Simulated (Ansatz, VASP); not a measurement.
**Two plane-wave programs on TePb**

File INCAR:

```
PREC = Accurate
ENCUT = 520
EDIFF = 1E-6
ISMEAR = 0
SIGMA = 0.01
LREAL = F
LASPH = T
NELM = 100
ALGO = Normal
ISIF = 2
LWAVE = F
LCHARG = T
GGA = PS
LELF = T
LVHAR = T
NBANDS = 17
```

File KPOINTS:

```
regular mesh
0
Gamma
  6 6 6
```

Contents of POSCAR:

```
TePb
1.0
    0.0000000000      3.2735180337      3.2735180337
    3.2735180337      0.0000000000      3.2735180337
    3.2735180337      3.2735180337      0.0000000000
Te Pb
1 1
Direct
    0.5000000000      0.5000000000      0.5000000000
    0.0000000000      0.0000000000      0.0000000000
```

Input for Ansatz:

```yaml
crystal:
  lattice:
    - [0.0, 3.2735180337429926, 3.2735180337429926]
    - [3.2735180337429926, 0.0, 3.2735180337429926]
    - [3.2735180337429926, 3.2735180337429926, 0.0]
  atoms:
    - { symbol: Te, position: [0.5, 0.5, 0.5] }
    - { symbol: Pb, position: [0.0, 0.0, 0.0] }
basis:
  ecutwfc: 550.0
kpoints:
  mp_grid:
    grid: [6, 6, 6]
hamiltonian:
  xc: pbesol
  pseudopotentials:
    kind: paw
scf:
  occupations:
    method: fixed
output:
  stress: true
```

Alike in both runs: task single point; functional PBEsol; k mesh 6 × 6 × 6; no spin polarisation.

|  | VASP | Ansatz |
| --- | --- | --- |
| version | VASP 6.6.1 | Ansatz 0.2.0 |
| potentials or method | VASP PAW PBE potentials, release 64 (Te, Pb_d) | plane waves, PAW |
| plane-wave cutoff (eV) | 520 | 550 |
| occupations | gaussian, width 0.01 eV | fixed |
| valence electrons in the cell | 20 | 30 |

Ansatz gave:

| Property | Result |
| --- | --- |
| pressure (GPa) | -1.9 |

Problem. Estimate VASP's values.

Solution. Pressure (GPa): -2.0.

The two sets of potentials don't hold the same shells in valence.

Caveats: the PAW data sets were made with another functional, which shifts forces and pressure a little (VASP). A k mesh can miss the band edges.
